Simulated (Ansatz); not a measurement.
# CO$_{2}$: what symmetry allows forces and stress to be

```xyz
6
Lattice="2.5881 -2.4131 -0.0443 2.5881 2.4131 0.0443 0.0000 0.1223 6.6725" Properties=species:S:1:pos:R:3 pbc="T T T"
C     0.0000    0.1089   -0.0468
C     2.5881    0.0261    3.2111
O     2.5881   -1.3297    5.9941
O     2.5881    1.4467    0.8321
O     2.5881   -0.8745    2.6712
O     2.5881    0.9282    4.0194
```

Theory: Ansatz 0.2.0, DFT PBE, scalar-relativistic, plane waves, PAW.

Plane waves to 420 eV, a k mesh through Γ of 6×6×4 on the computed 6-atom cell and Gaussian smearing (0.02 eV); no spin polarisation.

This distorted cell has space group Cm, with 2 operations.

Without a calculation: in which directions can each atom feel a force?

A force must be left unchanged by every operation that keeps its atom in place, so it lies in the space that those operations leave fixed. Atoms that the group maps onto each other feel forces of one size.
| atom | site symmetry | operations at the site | equivalent to atom | allowed force (Cartesian) |
| --- | --- | --- | --- | --- |
| C1 | m | 2 | 1 | in the plane normal to (1.00, 0.00, 0.00) |
| C2 | m | 2 | 2 | in the plane normal to (1.00, 0.00, 0.00) |
| O3 | m | 2 | 3 | in the plane normal to (1.00, 0.00, 0.00) |
| O4 | m | 2 | 4 | in the plane normal to (1.00, 0.00, 0.00) |
| O5 | m | 2 | 5 | in the plane normal to (1.00, 0.00, 0.00) |
| O6 | m | 2 | 6 | in the plane normal to (1.00, 0.00, 0.00) |

That leaves 12 independent force components of 18, tied by 2 conditions that the forces sum to zero, so 10 remain. A relaxation in this cell that keeps the symmetry moves the atoms in these directions alone.

And the stress tensor?

It must be invariant under the point group, which leaves 4 independent components: xz, xy vanish.

Do the computed values obey this?

Yes. Forces (eV/Å):
```
C1    0.000 -21.642  16.072
C2    0.000  15.010  11.280
O3    0.000  14.974 -10.699
O4    0.000   6.567  -5.441
O5    0.000 -13.762  -9.271
O6    0.000  -1.147  -1.941
```

Stress (GPa, compression positive, xx yy zz yz xz xy): 2.38 34.73 11.67 5.75 0.00 0.00. The program imposes the same operations on density, forces and stress, so this confirms the analysis and is no independent test of the calculation.

The cell holds molecules, and where no dispersion correction was added their binding is poorly described. Some atoms are far too close here, so the PAW spheres overlap strongly and the numbers are rough.

This form isn't the usual stable structure of the compound.